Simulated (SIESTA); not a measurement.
CdSe (Cadmoselite):

```xyz
4
Lattice="4.3000 0.0000 0.0000 -2.1500 3.7239 0.0000 0.0000 0.0000 7.0200" Properties=species:S:1:pos:R:3 pbc="T T T"
Cd    2.1500    1.2413    3.5100
Cd    0.0000    2.4826    0.0000
Se    2.1500    1.2413    6.2127
Se    0.0000    2.4826    2.7027
```

Base run:

| Quantity | Value |
| --- | --- |
| Program | SIESTA 5.4.2 |
| Functional | PBE |
| Potentials or basis | PseudoDojo 0.4 standard (PBE files) |
| Basis | TZDP (energy shift 0.002 Ry) |
| Grid cutoff | 800 Ry |
| Energy shift | 0.002 Ry |
| k mesh | 7 × 7 × 4 |
| Occupations | fermi-dirac, width 0.05 eV |
| Spin | no spin polarisation |

Its results: band gap on the k mesh 0.90 eV, direct; pressure 4.2 GPa; largest force 0.322 eV/Å.

**Question.** The run is repeated on the same cell with these changes: potentials or basis from PseudoDojo 0.4 standard (PBE files) to SG15 1.2 (PBE files) or PseudoDojo by element; basis from TZDP (energy shift 0.002 Ry) to DZP (energy shift 0.002 Ry); valence electrons from 72 to 52. What comes out?

**Answer.** Band gap on the k mesh 1.40 eV, direct; pressure 5.0 GPa; largest force 0.359 eV/Å.

Caveats: semicore shells carry a single zeta, which can move pressures by several GPa and volumes by a few percent; the basis of atomic orbitals isn't converged, which shifts pressures, moduli and gaps.
